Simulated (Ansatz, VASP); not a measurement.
TaN in VASP and in Ansatz

File INCAR:

```
  ALGO = Normal
  EDIFF = 1E-8
  ENCUT = 520
  GGA = PE
  ISIF = 2
  ISMEAR = -1
  LASPH = T
  LCHARG = F
  LEFG = T
  LREAL = F
  LWAVE = F
  NBANDS = 15
  NELM = 60
  PREC = Accurate
  SIGMA = 0.02
```

Contents of KPOINTS:

```
k-points
0
Gamma
  9 9 9
```

POSCAR

```
TaN
1.0
    0.0000000000      2.1790000000      2.2443700000
    2.1790000000      0.0000000000      2.2443700000
    2.1790000000      2.1790000000      0.0000000000
Ta N
1 1
Direct
    0.5000000000      0.5000000000      0.5000000000
    0.0000000000      0.0000000000      0.0000000000
```

Input for Ansatz:

```yaml
crystal:
  lattice:
    - [0.0, 2.179, 2.24437]
    - [2.179, 0.0, 2.24437]
    - [2.179, 2.179, 0.0]
  atoms:
    - { symbol: Ta, position: [0.5, 0.5, 0.5] }
    - { symbol: "N", position: [0.0, 0.0, 0.0] }
kpoints:
  mp_grid: { grid: [9, 9, 9] }
scf:
  occupations: { method: fermi_dirac, width: 0.02 }
hamiltonian:
  xc: pbe
  pseudopotentials: { kind: all_electron, datasets: crystal }
output:
  forces: true
  stress: true
  eigenvalues: true
  efg: { contact_densities: true }
```

Change from the starting cell: zz strain of +3 %, crystal datasets.

Alike in both runs: task electric field gradients; functional PBE; k mesh 9 × 9 × 9; occupations fermi-dirac, width 0.02 eV; no spin polarisation.

|  | VASP | Ansatz |
| --- | --- | --- |
| version | VASP 6.6.1 | Ansatz 0.2.0 |
| potentials or method | VASP PAW PBE potentials, release 64 (Ta_pv, N) | all-electron PAW with datasets made for the crystal, scalar-relativistic |
| plane-wave cutoff (eV) | 520 | see its input |

Ansatz gave:

| Item | Value |
| --- | --- |
| pressure (GPa) | 4.4 |
| largest component of the traceless stress (GPa) | 12.27 |
| Vzz of the field gradient on the site that differs most (V/Å²) | 125.9 |

Estimate VASP's values.

pressure (GPa): 5.1; largest component of the traceless stress (GPa): 12.38; Vzz of the field gradient on the site that differs most (V/Å²): 123.9.

Ansatz ran all-electron here, so the differences hold the error of VASP's frozen core and of both bases. Ansatz warned: «gradients_without_spin_orbit».

The runs have no spin-orbit coupling, so splittings on Ta are missing.
